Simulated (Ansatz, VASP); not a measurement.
**Al in VASP and in Ansatz**

Contents of INCAR:

```
SYSTEM = Al
ALGO = Fast
EDIFF = 1E-7
ENCUT = 520
GGA = PE
ISIF = 2
ISMEAR = 0
LASPH = .True.
LCHARG = .False.
LREAL = .False.
LWAVE = .False.
NBANDS = 8
NELM = 80
PREC = Accurate
SIGMA = 0.15
```

KPOINTS

```
k-points
0
Gamma
  22 22 22
  0 0 0
```

The input POSCAR:

```
Al
1.0
   -1.5142623201      1.5142623201      1.8947964411
    1.5142623201     -1.5142623201      1.8947964411
    1.5142623201      1.5142623201     -1.8947964411
Al
1
Direct
    0.0000000000      0.0000000000      0.0000000000
```

Input for Ansatz:

```yaml
crystal:
  lattice:
    - [-1.5142623201, 1.5142623201, 1.8947964411]
    - [1.5142623201, -1.5142623201, 1.8947964411]
    - [1.5142623201, 1.5142623201, -1.8947964411]
  atoms:
    - { symbol: Al, position: [0.0, 0.0, 0.0] }
basis:
  ecutwfc: 420
kpoints:
  mp_grid: { grid: [22, 22, 22] }
hamiltonian:
  xc: pbe
scf:
  occupations: { method: gaussian, width: 0.15 }
output:
  forces: true
  stress: true
  eigenvalues: true
```

Alike in both runs: task single point; functional PBE; k mesh 22 × 22 × 22; occupations gaussian, width 0.15 eV; no spin polarisation.

|  | VASP | Ansatz |
| --- | --- | --- |
| version | VASP 6.6.1 | Ansatz 0.2.0 |
| potentials or method | VASP PAW PBE potentials, release 64 (Al) | scalar-relativistic, plane waves, PAW |
| plane-wave cutoff (eV) | 520 | 420 |
| valence electrons in the cell | 3 | 3 |

|  | VASP | Ansatz | Ansatz less VASP |
| --- | --- | --- | --- |
| gap on the k mesh at the Fermi level (eV) | none | none | - |
| pressure (GPa) | -2.9 | -2.9 | +0.03 |
| largest component of the traceless stress (GPa) | 3.17 | 3.17 | 0.000 |

A gap of «none» marks a metal or a gap that the smearing closes. With one functional, cell and mesh, what is left measures potentials, basis and numerics.
